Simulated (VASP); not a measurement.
Set up this calculation in VASP 6.6.1, as the native input.

```yaml
Task: relaxation of cell and atoms
Functional: PBE
Potentials_or_basis: VASP PAW PBE potentials, release 64 (Ti_sv, C)
Cutoff: 600 eV
k_mesh: 16 × 16 × 16
Occupations: gaussian, width 0.1 eV
Spin: no spin polarisation
Further_INCAR_settings: ALGO = Normal; EDIFF = 1e-07; IBRION = 2; EDIFFG = -0.004; NSW = 80; ISIF = 3
```

The structure of TiC lies in POSCAR:

```
TiC
1.0
    0.0000000000      2.1593000000      2.1593000000
    2.1593000000      0.0000000000      2.1593000000
    2.1593000000      2.1593000000      0.0000000000
Ti C
1 1
Direct
    0.0000000000      0.0000000000      0.0000000000
    0.5000000000      0.5000000000      0.5000000000
```

One way to write it, as run:

INCAR

```
PREC     = Accurate       # precision mode
ENCUT    = 600            # plane-wave cutoff, eV
EDIFF    = 1E-7           # SCF threshold, eV
ISMEAR   = 0              # smearing method
SIGMA    = 0.1            # smearing width, eV
LREAL    = False          # projectors in reciprocal space
LASPH    = True           # aspherical terms in the spheres
NELM     = 60             # most SCF steps
ALGO     = Normal         # electronic algorithm
ISIF     = 3              # what is computed and relaxed
LWAVE    = False          # write WAVECAR
LCHARG   = False          # write CHGCAR
GGA      = PE             # functional
IBRION   = 2              # ionic algorithm
NSW      = 80             # ionic steps
EDIFFG   = -0.004         # ionic threshold
```

KPOINTS

```
regular mesh
0
Gamma
  16 16 16
```

Potentials or basis: VASP PAW PBE potentials, release 64 (Ti_sv, C).

Command:

```bash
$ cat potpaw_PBE.64/Ti_sv/POTCAR potpaw_PBE.64/C/POTCAR > POTCAR
$ mpirun -np 1 vasp_std > vasp.out
```

Results of the run:

| Item | Value |
| --- | --- |
| Relaxed volume | 10.17 Å³/atom |
| Relaxed cell | a = 3.064 Å, b = 3.064 Å, c = 3.064 Å, α = 60.00°, β = 60.00°, γ = 60.00° |
| Space group after relaxing (to 0.05 Å) | Fm-3m (No. 225) |
| Energy gained by relaxing | 0.9 meV/atom |
| Ionic steps | 3 |
| Pressure after relaxing | 0.0 GPa |
| Band gap on the k mesh | none (metal or under the smearing width) |

It took 57 s on 1 thread of AMD EPYC 9R45 96-Core Processor (Zen 5), with other jobs on the host, peak memory 0.15 GiB.
